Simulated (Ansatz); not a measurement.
# Convergence of TiC

```xyz
2
Lattice="0.0000 2.1640 2.1640 2.1640 0.0000 2.1640 2.1640 2.1640 0.0000" Properties=species:S:1:pos:R:3 pbc="T T T"
Ti    0.0000    0.0000    0.0000
C     2.1640    2.1640    2.1640
```

Atoms are numbered in the order listed.

The cell is COD entry 9012564, as deposited and not checked against the literature; nothing was relaxed.

Level of theory: DFT, PBE, all-electron LAPW, scalar-relativistic in Ansatz 0.2.0.

Sampling and basis: a Γ-centred 16×16×16 k mesh, Fermi–Dirac smearing of 0.03 eV, basis error target 1 meV/atom, no spin polarisation. One setting is then changed at a time.

```tsv
LAPW cutoff (eV)	free energy less the base's (meV/atom)	P (GPa)
313 (base)	0.0	0.84
90	474	6.14
180	?	0.92
220	?	0.85
500	-0.2	0.84
```

(1) Fill in "free energy less the base's (meV/atom)" for the row "220".

(2) What belongs in the row "180", column "free energy less the base's (meV/atom)"?

## Answers

(1) 3.3.

(2) 12.8.
